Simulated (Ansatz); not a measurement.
Runs of Ansatz 0.2.0 on SnO2 (Cassiterite). Symmetry: P4_2/mnm, No. 136, tetragonal system. Conventional cell: a = 4.738 Å, b = 4.738 Å, c = 3.187 Å, α = 90.00°, β = 90.00°, γ = 90.00°. Sn (site symmetry mmm) has 6 O at 2.05 to 2.06 Å as nearest neighbours. Around O (site symmetry m2m) lie 3 Sn at 2.05 to 2.06 Å. 

```csv
task,level,spin,cell,k mesh,smearing,points for each segment of the path,gap on the mesh (eV),pressure (GPa),relaxed volume (Å³/atom),largest force (eV/Å)
band structure,PBEsol,"SOC, no magnetisation",as given,5 × 5 × 6,fermi-dirac 0.05 eV,14,(a),4.6,-,0.21
relaxation of cell and atoms,BLYP+D3(BJ),off,relaxed,6 × 6 × 8,fermi-dirac 0.05 eV,-,0.75,0.0,12.48,-
relaxation of cell and atoms,PBEsol,off,relaxed,6 × 6 × 8,fermi-dirac 0.05 eV,-,0.92,0.0,12.18,-
relaxation of cell and atoms,BLYP+D4,off,relaxed,6 × 6 × 8,fermi-dirac 0.05 eV,-,0.77,0.0,12.45,-
band structure,PBEsol,off,as given,6 × 6 × 8,fermi-dirac 0.05 eV,14,1.18,(d),-,0.21
single point,LDA,off,as given,6 × 6 × 8,gaussian 0.1 eV,-,1.13,-0.7,-,0.15
band structure,LDA,"SOC, no magnetisation",as given,5 × 5 × 6,fermi-dirac 0.05 eV,14,(b),-0.8,-,0.15
band structure,RPBE,off,as given,6 × 6 × 8,fermi-dirac 0.05 eV,14,1.37,15.4,-,(c)
```

Alike in all rows: potentials or basis Ansatz PAW; cutoff (eV) 420.

**Question.** Estimate the missing entries.

**Answer.** (a) 1.19; (b) 1.14; (c) 0.31; (d) 4.7.

Caveats: the PAW data sets come from PBE, with cores solved anew for the run's functional, which leaves a small shift of forces and pressure; spin-orbit coupling is left out, which moves the levels of the heavy elements (some runs); the plane-wave basis is chosen anew once the cell has moved, so the energies of steps on either side of that aren't comparable (some runs); so large a pressure means that the cell lies far from this level's equilibrium, or that cutoff or potentials fall short (some runs).

A k mesh can miss the band edges, and rows without SOC leave out spin-orbit coupling on Sn.

Runs at the PBE level aren't shown here.
